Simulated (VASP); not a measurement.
# AgCl: lattice, stiffness and zone-centre modes

What lattice, stiffness and vibrations does AgCl have at one level of theory? The starting structure is a computed structure from the Materials Project. All runs use LDA.

Calculated with VASP 6.6.1; Kohn-Sham DFT with plane waves and PAW; LDA.

## 1. Set-up

The structure is cubic, space group Fm-3m (No. 225). The conventional cell has a = 5.545 Å, b = 5.545 Å, c = 5.545 Å, α = 90.00°, β = 90.00°, γ = 90.00°. Nearest to Ag lie 6 Cl at 2.77 Å. Nearest to Cl lie 6 Ag at 2.77 Å. Farther neighbours and most contacts between anions are not listed.

## 2. Relaxation

This run starts from the cell of an earlier relaxation, which isn't shown; the restart sets up the plane waves anew.

Contents of INCAR:

```
SYSTEM = AgCl
PREC = Accurate
ENCUT = 500
EDIFF = 1E-07
NELM = 100
ISMEAR = 0
SIGMA = 0.03
LREAL = .FALSE.
ALGO = Normal
GGA = CA
NBANDS = 15
LASPH = .TRUE.
LORBIT = 11
LWAVE = .FALSE.
LCHARG = .FALSE.
KPAR = 4
IBRION = 2
NSW = 50
ISIF = 3
EDIFFG = -0.002
```

Contents of POSCAR:

```
AgCl
1.0
    0.0000000000      2.6776087956      2.6776087956
    2.6776087956      0.0000000000      2.6776087956
    2.6776087956      2.6776087956      0.0000000000
Ag Cl
1 1
Direct
    0.0000000000      0.0000000000      0.0000000000
    0.5000000000      0.5000000000      0.5000000000
```

Contents of KPOINTS:

```
Automatic mesh
0
Gamma
6 6 6
0 0 0
```

The projector-augmented-wave data sets are Ag and Cl (LDA family, release 64).

Started as:

```console
> mpirun -np 4 vasp_std
```

What it wrote:

```text
[banner, memory and clock lines left out]
running    4 mpi-ranks, on    1 nodes
 distrk:  each k-point on    1 cores,    4 groups
 distr:  one band on    1 cores,    1 groups

 POSCAR found type information on POSCAR AgCl
 POSCAR found :  2 types and       2 ions
 LDA part: xc-table for (Slater(with rela. corr.)+CA(PZ))
 , standard interpolation
 POSCAR, INCAR and KPOINTS ok, starting setup
 FFT: planning ... GRIDC
 FFT: planning ... GRID_SOFT
 FFT: planning ... GRID
 WAVECAR not read
 entering main loop
       N       E                     dE             d eps       ncg     rms          rms(c)
DAV:   1     0.978913152041E+02    0.97891E+02   -0.87226E+03   488   0.107E+03
DAV:   2    -0.337093500267E+01   -0.10126E+03   -0.93965E+02   578   0.231E+02
DAV:   3    -0.692414025020E+01   -0.35532E+01   -0.35412E+01   599   0.462E+01
DAV:   4    -0.694767855623E+01   -0.23538E-01   -0.23535E-01   585   0.412E+00
DAV:   5    -0.694796372702E+01   -0.28517E-03   -0.28517E-03   592   0.451E-01    0.851E+00
DAV:   6    -0.680122574669E+01    0.14674E+00   -0.25658E-01   600   0.719E+00    0.553E+00
DAV:   7    -0.679436797346E+01    0.68578E-02   -0.64914E-02   571   0.183E+00    0.216E+00
DAV:   8    -0.679209118911E+01    0.22768E-02   -0.34649E-03   606   0.583E-01    0.260E-01
DAV:   9    -0.679200560483E+01    0.85584E-04   -0.35466E-04   620   0.232E-01    0.306E-02
DAV:  10    -0.679201009420E+01   -0.44894E-05   -0.12962E-05   592   0.388E-02    0.115E-02
DAV:  11    -0.679201059991E+01   -0.50571E-06   -0.89424E-07   613   0.911E-03    0.371E-03
DAV:  12    -0.679201053733E+01    0.62581E-07   -0.14643E-07   438   0.287E-03
   1 F= -.67920105E+01 E0= -.67920105E+01  d E =-.679201E+01
 curvature:   0.00 expect dE= 0.000E+00 dE for cont linesearch  0.000E+00
 trial: gam= 0.00000 g(F)=  0.152E-62 g(S)=  0.113E-06 ort = 0.000E+00 (trialstep = 0.100E+01)
 search vector abs. value=  0.113E-06
 reached required accuracy - stopping structural energy minimisation
```

Run time: 4.2 s. Hardware: 4 MPI ranks of AMD EPYC 7R43, shared host; peak memory 0.4 GiB; 14 s of CPU time.

The logs omit lines about the potential files and the build; timing stands in the text.

OUTCAR, selected parts (step 2):

```text
ion  position               nearest neighbor table
   1  0.000  0.000  0.000-   2 2.68   2 2.68   2 2.68   2 2.68   2 2.68   2 2.68
   2  0.500  0.500  0.500-   1 2.68   1 2.68   1 2.68   1 2.68   1 2.68   1 2.68

  LATTYP: Found a face centered cubic cell.
 ALAT       =     5.3552175912

 Subroutine GETGRP returns: Found 48 space group operations
 (whereof 48 operations were pure point group operations)

The static configuration has the point symmetry O_h .

 Found     16 irreducible k-points:

   k-points           NKPTS =     16   k-points in BZ     NKDIM =     16   number of bands    NBANDS=     15

   dimension x,y,z NGX =    28 NGY =   28 NGZ =   28
   dimension x,y,z NGXF=    56 NGYF=   56 NGZF=   56

   ENCUT  =  500.0 eV  36.75 Ry    6.06 a.u.   6.90  6.90  6.90*2*pi/ulx,y,z

   NELECT =      18.0000    total number of electrons

 k-points in reciprocal lattice and weights: Automatic mesh
   0.00000000  0.00000000  0.00000000       0.005
   0.16666667  0.00000000  0.00000000       0.037
   0.33333333  0.00000000  0.00000000       0.037
   0.50000000  0.00000000  0.00000000       0.019
   0.16666667  0.16666667  0.00000000       0.028
   0.33333333  0.16666667  0.00000000       0.111
   0.50000000  0.16666667  0.00000000       0.111
  -0.33333333  0.16666667  0.00000000       0.111
  -0.16666667  0.16666667  0.00000000       0.056
[...]
-0.33333333  0.33333333  0.16666667       0.111
  -0.33333333  0.50000000  0.16666667       0.056

 average (electrostatic) potential at core
       1 -72.5638       2 -94.6254

 E-fermi :   5.1802

 k-point     1 :       0.0000    0.0000    0.0000
  band No.  band energies     occupation
    ...
      5       2.0500      2.00000
      6       2.0500      2.00000
      7       2.2558      2.00000
      8       2.2558      2.00000
      9       2.2558      2.00000
     10       5.6631      0.00000
     11      15.7186      0.00000
     12      15.7186      0.00000
     13      15.7186      0.00000
     14      16.8733      0.00000
    ...

 k-point     2 :       0.1667    0.0000    0.0000
  band No.  band energies     occupation
    ...
      5       2.1229      2.00000
      6       2.1229      2.00000
      7       2.4385      2.00000
      8       3.4190      2.00000
      9       3.4190      2.00000
     10       6.9327      0.00000
     11      13.6234      0.00000
     12      14.9884      0.00000
     13      14.9884      0.00000
     14      16.9953      0.00000
    ...

 k-point     3 :       0.3333    0.0000    0.0000
  band No.  band energies     occupation
    ...
      5       2.3660      2.00000
      6       2.3660      2.00000
      7       2.7056      2.00000
      8       4.5272      2.00000
      9       4.5272      2.00000
     10       8.4941      0.00000
     11      11.9920      0.00000
     12      13.0797      0.00000
     13      13.0797      0.00000
     14      17.7696      0.00000
    ...

  Total        0.0012511      0.0012511      0.0012511     -0.0000000      0.0000000     -0.0000000
  in kB        0.0522071      0.0522071      0.0522071     -0.0000000      0.0000000     -0.0000000
  external PRESSURE =       0.0522071 kB  Pullay stress =       0.0000000 kB

  energy-cutoff  :      500.00
  volume of cell :       38.39
      direct lattice vectors                 reciprocal lattice vectors
     0.000000000  2.677608796  2.677608796    -0.186733776  0.186733776  0.186733776
     2.677608796  0.000000000  2.677608796     0.186733776 -0.186733776  0.186733776
     2.677608796  2.677608796  0.000000000     0.186733776  0.186733776 -0.186733776

 POSITION                                       TOTAL-FORCE (eV/Angst)
 -----------------------------------------------------------------------------------
      0.00000      0.00000      0.00000         0.000000     -0.000000      0.000000
      2.67761      2.67761      2.67761        -0.000000      0.000000     -0.000000
 -----------------------------------------------------------------------------------
    total drift:                                0.000000      0.000000      0.000000

  FREE ENERGIE OF THE ION-ELECTRON SYSTEM (eV)
  ---------------------------------------------------
  free  energy   TOTEN  =        -6.7920105373 eV

  energy  without entropy=       -6.7920105373  energy(sigma->0) =       -6.79201054

 reached required accuracy - stopping structural energy minimisation

 total charge
# of ion       s       p       d       tot
------------------------------------------
    1        0.241   0.187   9.352   9.780
    2        1.601   3.452   0.000   5.052
--------------------------------------------------
tot          1.842   3.638   9.352  14.832

[... 3 further parts left out ...]
```

CONTCAR:

```
AgCl
   1.00000000000000
     0.0000000000000000    2.6776087955999999    2.6776087955999999
     2.6776087955999999    0.0000000000000000    2.6776087955999999
     2.6776087955999999    2.6776087955999999    0.0000000000000000
  Ag              Cl
     1     1
Direct
     0.0000000000000000    0.0000000000000000    0.0000000000000000
     0.5000000000000000    0.5000000000000000    0.5000000000000000
```

The run keeps the 48 symmetry operations of its start, so it cannot find a distortion of lower symmetry.

The relaxed cell holds 19.197 Å³ an atom, with a = 5.355 Å (-3.4 % against the database cell). Pressures at 0.985 and 1.015 times this volume, from two more relaxations that aren't shown, give a bulk modulus of 69.8 GPa.

## 3. Elastic constants

Contents of INCAR:

```
SYSTEM = AgCl
PREC = Accurate
ENCUT = 700
EDIFF = 1E-08
NELM = 100
ISMEAR = 0
SIGMA = 0.03
LREAL = .FALSE.
ALGO = Normal
GGA = CA
NBANDS = 15
LASPH = .TRUE.
LORBIT = 11
LWAVE = .FALSE.
LCHARG = .FALSE.
KPAR = 4
IBRION = 6
NFREE = 2
POTIM = 0.015
ISIF = 3
NSW = 1
```

POSCAR is that of step 2.

Contents of KPOINTS:

```
Automatic mesh
0
Gamma
8 8 8
0 0 0
```

Started as:

```console
> mpirun -np 4 vasp_std
```

What it wrote:

```text
[... set-up lines as in an earlier step ...]
 entering main loop
       N       E                     dE             d eps       ncg     rms          rms(c)
DAV:   1     0.117809090006E+03    0.11781E+03   -0.10466E+04   870   0.140E+03
DAV:   2    -0.253670384020E+01   -0.12035E+03   -0.11095E+03  1059   0.271E+02
DAV:   3    -0.691980931752E+01   -0.43831E+01   -0.43707E+01  1073   0.536E+01
DAV:   4    -0.694854878361E+01   -0.28739E-01   -0.28737E-01  1101   0.472E+00
[...]
DAV:  11    -0.679303497056E+01   -0.55204E-06   -0.93197E-07  1122   0.917E-03    0.368E-03
DAV:  12    -0.679303489850E+01    0.72059E-07   -0.16177E-07  1087   0.302E-03    0.160E-03
DAV:  13    -0.679303489674E+01    0.17540E-08   -0.25345E-08  1031   0.125E-03
   1 F= -.67930349E+01 E0= -.67930349E+01  d E =-.262216E-14
[... from here on, the cycles between the ionic steps are left out ...]
   2 F= -.67907504E+01 E0= -.67907504E+01  d E =-.243740E-19
   3 F= -.67900203E+01 E0= -.67900203E+01  d E =-.602069E-22
   4 F= -.67907504E+01 E0= -.67907504E+01  d E =-.245822E-19
   5 F= -.67900203E+01 E0= -.67900203E+01  d E =-.601589E-22
   6 F= -.67907504E+01 E0= -.67907504E+01  d E =-.245753E-19
   7 F= -.67900203E+01 E0= -.67900203E+01  d E =-.601801E-22
   8 F= -.67929183E+01 E0= -.67929183E+01  d E =-.842111E-13
   9 F= -.67929183E+01 E0= -.67929183E+01  d E =-.844331E-13
  10 F= -.67929183E+01 E0= -.67929183E+01  d E =-.844978E-13
  11 F= -.67929183E+01 E0= -.67929183E+01  d E =-.845505E-13
  12 F= -.67929183E+01 E0= -.67929183E+01  d E =-.844963E-13
  13 F= -.67929183E+01 E0= -.67929183E+01  d E =-.844557E-13
  14 F= -.67928465E+01 E0= -.67928465E+01  d E =-.284060E-14
  15 F= -.67928465E+01 E0= -.67928465E+01  d E =-.283793E-14
  16 F= -.67928472E+01 E0= -.67928472E+01  d E =-.284029E-14
  17 F= -.67928472E+01 E0= -.67928472E+01  d E =-.284051E-14
 Finite differences progress:
  Degree of freedom:   8/  8
  Displacement:        2/  2
  Total:              16/ 16
```

Elapsed: 6.7 min, on 4 MPI ranks; peak memory 1.1 GiB; 26 min of CPU time.

From OUTCAR (step 3):

```text
  Total        0.0164830      0.0124076      0.0124076      0.0000000      0.0000000      0.0000000
  in kB        0.6878208      0.5177564      0.5177564      0.0000000      0.0000000      0.0000000
  external PRESSURE =       0.5744445 kB  Pullay stress =       0.0000000 kB

 POSITION                                       TOTAL-FORCE (eV/Angst)
 -----------------------------------------------------------------------------------
      0.00000      0.00000      0.00000        -0.025031      0.000000      0.000000
      2.66261      2.67761      2.67761         0.025031      0.000000      0.000000
 -----------------------------------------------------------------------------------
    total drift:                                0.000078      0.000000      0.000000

  FREE ENERGIE OF THE ION-ELECTRON SYSTEM (eV)
  ---------------------------------------------------
  free  energy   TOTEN  =        -6.7928471811 eV

  energy  without entropy=       -6.7928471811  energy(sigma->0) =       -6.79284718

[... 3 further parts left out ...]
[key lines of the parts left out:]
E-fermi :   5.1581
```

The last energy, forces and stress in OUTCAR belong to the last displaced cell, not to that of POSCAR.

The elastic tensor has C11 = 98.3, C12 = 55.4, C44 = 4.5 GPa; its Hill averages are a bulk modulus of 69.7 and a shear modulus of 8.9 GPa.

## 4. Modes of the relaxed cell

Contents of INCAR:

```
SYSTEM = AgCl
PREC = Accurate
ENCUT = 500
EDIFF = 1E-08
NELM = 100
ISMEAR = 0
SIGMA = 0.03
LREAL = .FALSE.
ALGO = Normal
GGA = CA
NBANDS = 15
LASPH = .TRUE.
LORBIT = 11
LWAVE = .FALSE.
LCHARG = .FALSE.
KPAR = 4
IBRION = 8
LEPSILON = .TRUE.
LPEAD = .TRUE.
ISIF = 2
```

POSCAR is that of step 3.

Contents of KPOINTS:

```
Automatic mesh
0
Gamma
14 14 14
0 0 0
```

Started as:

```console
> mpirun -np 4 vasp_std
```

What it wrote:

```text
[... set-up lines as in an earlier step ...]
 entering main loop
       N       E                     dE             d eps       ncg     rms          rms(c)
DAV:   1     0.987444143930E+02    0.98744E+02   -0.86580E+03  3160   0.106E+03
DAV:   2    -0.340399031945E+01   -0.10215E+03   -0.94960E+02  3883   0.234E+02
DAV:   3    -0.692449375023E+01   -0.35205E+01   -0.35132E+01  3771   0.464E+01
DAV:   4    -0.694853882677E+01   -0.24045E-01   -0.24042E-01  4072   0.417E+00
[...]
DAV:  11    -0.679311256238E+01   -0.55452E-06   -0.90789E-07  3932   0.895E-03    0.363E-03
DAV:  12    -0.679311249272E+01    0.69661E-07   -0.16081E-07  3974   0.303E-03    0.154E-03
DAV:  13    -0.679311249154E+01    0.11817E-08   -0.24305E-08  3659   0.121E-03
   1 F= -.67931125E+01 E0= -.67931125E+01  d E =-.826576E-20
 Linear response reoptimize wavefunctions to high precision
DAV:   1    -0.679311249141E+01    0.12915E-09   -0.55363E-10  2953   0.217E-04
DAV:   2    -0.679311249143E+01   -0.16826E-10   -0.11837E-10  2078   0.863E-05
 Linear response to external field (no local field effect), progress :
[...]
RMM:  10    -0.302079634586E+00   -0.31579E-08   -0.45644E-09 10506   0.380E-05    0.284E-07
 first order change of Fermi-energy  -0.56179E-01
 force on displaced ion       1 direction 1 :  -1.678   0.000   0.000
 Born effective charge ion    1 direction 1 :   1.407   0.000   0.000
 Linear response progress:
  Degree of freedom:   2/  2
       N       E                     dE             d eps       ncg     rms          rms(c)
RMM:   1    -0.185687276612E+00   -0.18569E+00    0.38607E-02 16991   0.266E+00
RMM:   2    -0.183746110980E+00    0.19412E-02   -0.20447E-03 11453   0.319E-01    0.737E-02
RMM:   3    -0.183937205341E+00   -0.19109E-03   -0.41707E-05 11805   0.451E-02    0.384E-02
RMM:   4    -0.184156539794E+00   -0.21933E-03   -0.18708E-05 11960   0.258E-02    0.478E-03
[...]
RMM:   9    -0.184155346359E+00    0.83753E-06    0.26023E-08 12375   0.139E-04    0.908E-06
RMM:  10    -0.184155331892E+00    0.14467E-07   -0.19831E-07 12974   0.433E-05    0.181E-06
RMM:  11    -0.184155340514E+00   -0.86225E-08   -0.78998E-10 11683   0.287E-05    0.673E-07
 first order change of Fermi-energy   0.60927E-01
 force on displaced ion       2 direction 1 :  -1.668   0.000   0.000
 Born effective charge ion    2 direction 1 :  -1.408   0.000   0.000
 Born effective charges drift removed
 Linear response finished
```

Wall time 4.6 min (4 MPI ranks); peak memory 2.3 GiB; 18 min of CPU time.

From OUTCAR (step 4):

```text
  Total       -0.0037866     -0.0037866     -0.0037866     -0.0000000     -0.0000000     -0.0000000
  in kB       -0.1580117     -0.1580117     -0.1580117     -0.0000000     -0.0000000     -0.0000000
  external PRESSURE =      -0.1580117 kB  Pullay stress =       0.0000000 kB

 MACROSCOPIC STATIC DIELECTRIC TENSOR (including local field effects in DFT)
 ------------------------------------------------------
           5.755297    -0.000000     0.000000
           0.000000     5.755297    -0.000000
           0.000000    -0.000000     5.755297
 ------------------------------------------------------

 MACROSCOPIC STATIC DIELECTRIC TENSOR IONIC CONTRIBUTION
 ------------------------------------------------------
           5.581155    -0.000000     0.000000
          -0.000000     5.581155     0.000000
           0.000000     0.000000     5.581155
 ------------------------------------------------------

[... 2 parts as in an earlier step ...]

[... 1 further part left out ...]
```

The zone-centre modes at 19.197 Å³ an atom are T1u 130.5 cm⁻¹.

## 5. Modes at 0.97 of that volume

Shape and positions were first relaxed at this volume, in a run that isn't shown.

INCAR is that of step 4.

Contents of POSCAR:

```
AgCl
1.0
    0.0000000000      2.6505603928      2.6505603928
    2.6505603928      0.0000000000      2.6505603928
    2.6505603928      2.6505603928      0.0000000000
Ag Cl
1 1
Direct
    0.0000000000      0.0000000000      0.0000000000
    0.5000000000      0.5000000000      0.5000000000
```

KPOINTS is that of step 4.

Started as:

```console
> mpirun -np 4 vasp_std
```

What it wrote:

```text
[... set-up lines as in an earlier step ...]
 entering main loop
       N       E                     dE             d eps       ncg     rms          rms(c)
DAV:   1     0.996255900787E+02    0.99626E+02   -0.86612E+03  3184   0.107E+03
DAV:   2    -0.342788561984E+01   -0.10305E+03   -0.96277E+02  3890   0.238E+02
DAV:   3    -0.691715747386E+01   -0.34893E+01   -0.34820E+01  3806   0.461E+01
DAV:   4    -0.694058304272E+01   -0.23426E-01   -0.23423E-01  4044   0.412E+00
[...]
DAV:  11    -0.678469408826E+01   -0.72998E-06   -0.11447E-06  3904   0.100E-02    0.444E-03
DAV:  12    -0.678469401910E+01    0.69157E-07   -0.12202E-07  3904   0.267E-03    0.247E-03
DAV:  13    -0.678469401160E+01    0.75024E-08   -0.44620E-08  3757   0.168E-03
   1 F= -.67846940E+01 E0= -.67846940E+01  d E =-.921784E-25
 Linear response reoptimize wavefunctions to high precision
DAV:   1    -0.678469401141E+01    0.19577E-09   -0.93540E-10  3030   0.308E-04
DAV:   2    -0.678469401143E+01   -0.20691E-10   -0.61433E-11  2141   0.676E-05
 Linear response to external field (no local field effect), progress :
[...]
RMM:  11    -0.301685804885E+00    0.36388E-08   -0.69987E-09  9477   0.936E-06    0.120E-07
 first order change of Fermi-energy  -0.44412E-01
 force on displaced ion       1 direction 1 :  -2.048   0.000   0.000
 Born effective charge ion    1 direction 1 :   1.394   0.000   0.000
 Linear response progress:
  Degree of freedom:   2/  2
       N       E                     dE             d eps       ncg     rms          rms(c)
RMM:   1    -0.185575728771E+00   -0.18558E+00    0.37435E-02 17039   0.267E+00
RMM:   2    -0.183310867856E+00    0.22649E-02   -0.21468E-03 11492   0.327E-01    0.765E-02
RMM:   3    -0.183510390880E+00   -0.19952E-03   -0.42155E-05 11840   0.454E-02    0.400E-02
RMM:   4    -0.183738030857E+00   -0.22764E-03   -0.18578E-05 11967   0.258E-02    0.491E-03
[...]
RMM:   9    -0.183737129479E+00    0.82528E-06   -0.52792E-09 12286   0.124E-04    0.887E-06
RMM:  10    -0.183737107103E+00    0.22376E-07   -0.20569E-07 12871   0.265E-05    0.147E-06
RMM:  11    -0.183737114374E+00   -0.72705E-08   -0.67275E-08 11392   0.115E-05    0.469E-07
 first order change of Fermi-energy   0.51451E-01
 force on displaced ion       2 direction 1 :  -2.055   0.000   0.000
 Born effective charge ion    2 direction 1 :  -1.394   0.000   0.000
 Born effective charges drift removed
 Linear response finished
```

Elapsed: 4.3 min, on 4 MPI ranks; peak memory 2.2 GiB; 17 min of CPU time.

(Part 1 of 2 ends here.)

[Lines on the potential files, build, host, timing and source positions are cut from VASP's logs without a mark.]

[Logs are printed without paths, hosts, clocks, repeated set-up lines and the standing remarks that a program may print on its own settings, such as how far it seeks lower states.]

[Hosts, paths, dates, database ids (printed as entryN), source tags and the programs' standing remarks are cut or masked in the printed files.]
